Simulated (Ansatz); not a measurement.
## TaN in Ansatz: convergence with ecutrho ratio

Input of the first run (ecutrho ratio 4); the others differ in this setting and in those tied to it:

The input input.yaml:

```yaml
crystal:
  lattice:
    - [0.0, 2.211323, 2.211323]
    - [2.211323, 0.0, 2.211323]
    - [2.211323, 2.211323, 0.0]
  atoms:
    - { symbol: Ta, position: [0.5, 0.5, 0.5] }
    - { symbol: "N", position: [0.0, 0.0, 0.0] }
hamiltonian:
  xc: pbesol
  pseudopotentials: { kind: paw_fr }
magnetization:
  noncollinear: true
  spin_orbit: true
kpoints:
  mp_grid: { grid: [9, 9, 9] }
scf:
  occupations: { method: methfessel_paxton, width: 0.05 }
output:
  forces: true
  stress: true
  eigenvalues: true
basis:
  ecutrho_ratio: 4
```

Potentials or basis: Ansatz PAW.

Command:

```bash
$ ansatz run input.yaml --threads 2 --pin off --max-ram 5632MiB --backend cpu --events-out ev --progress --plain --runs-dir out
```

The cell comes from a database or a generator and needn't be the stable form of this composition.

Hardware: 2 threads of Arm Neoverse V1 (shared host).

```csv
ecutrho ratio,"energy less the tightest run, at zero smearing (meV/atom)",SCF cycles,CPU time (s),peak memory (GiB)
4,0.00,7,3.5,0.36
5,0.00,7,3.5,0.36
6,0.00,7,3.5,0.37
8,0.00,7,3.5,0.38
10,0.00,7,3.7,0.41
12,0.00,7,4,0.43
```

Against the tightest run, the energy stays within 1 meV/atom from 4 on. The tightest run that finished is the yardstick and may itself not be fully converged.
